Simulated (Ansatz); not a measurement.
# BH3: the cost of one run

Method: DFT PBE, scalar-relativistic, plane waves, PAW, in Ansatz 0.2.0.

## 1. The system as given

It takes space group P6/mmm (No. 191, hexagonal). Conventional cell: a = 3.535 Å, b = 3.535 Å, c = 3.730 Å, α = 90.00°, β = 90.00°, γ = 120.00°. B (site symmetry 6/mmm) is surrounded by 8 H at 1.87 to 2.04 Å. H (site symmetry 6/mmm) is surrounded by 2 B at 1.87 Å. Around H (site symmetry -6m2) lie 3 B at 2.04 Å and 3 H at 2.04 Å.

Coordinates:

```
B H
1.0
     3.53464    0.00000    0.00000
    -1.76732    3.06109    0.00000
     0.00000    0.00000    3.73045
B H
1 3
Direct
  0.00000 0.00000 0.00000
  0.00000 0.00000 0.50000
  0.33333 0.66667 0.00000
  0.66667 0.33333 0.00000
```

This is candidate A: Li3N type (P6/mmm, No. 191).

(A quick probe on a coarse mesh, which set the mesh and smearing, is not shown.)

## 3. Rough relaxation on the coarse mesh (candidate A)

Input file input.yaml:

```yaml
crystal:
  lattice:
    - [3.5346448644, 0.0, 0.0]
    - [-1.7673224322, 3.061092246, 0.0]
    - [0.0, 0.0, 3.7304508605]
  atoms:
    - { symbol: B, position: [0.0, 0.0, 0.0] }
    - { symbol: H, position: [0.0, 0.0, 0.5] }
    - { symbol: H, position: [0.3333333333, 0.6666666667, 0.0] }
    - { symbol: H, position: [0.6666666667, 0.3333333333, 0.0] }
basis:
  ecutwfc: 420
kpoints:
  mp_grid: { grid: [6, 6, 6] }
hamiltonian:
  xc: pbe
scf:
  occupations: { method: gaussian, width: 0.1 }
  lower_state_search: "off"
output:
  forces: true
  stress: true
  eigenvalues: true
relax:
  adjacent_minimum: "off"
  f_tol: 0.04
  max_steps: 70
  cell: { stress_tol: 0.4 }
```

Launch:

```console
> ansatz run input.yaml --threads 1 --pin off --max-ram 2560MiB --backend cpu --events-out ev --progress --plain --runs-dir out
```

Q: Estimate wall time and peak memory on 1 thread of Intel Xeon 6975P-C (Granite Rapids), shared host.

About 3.4 s, with a peak of 0.3 GiB.
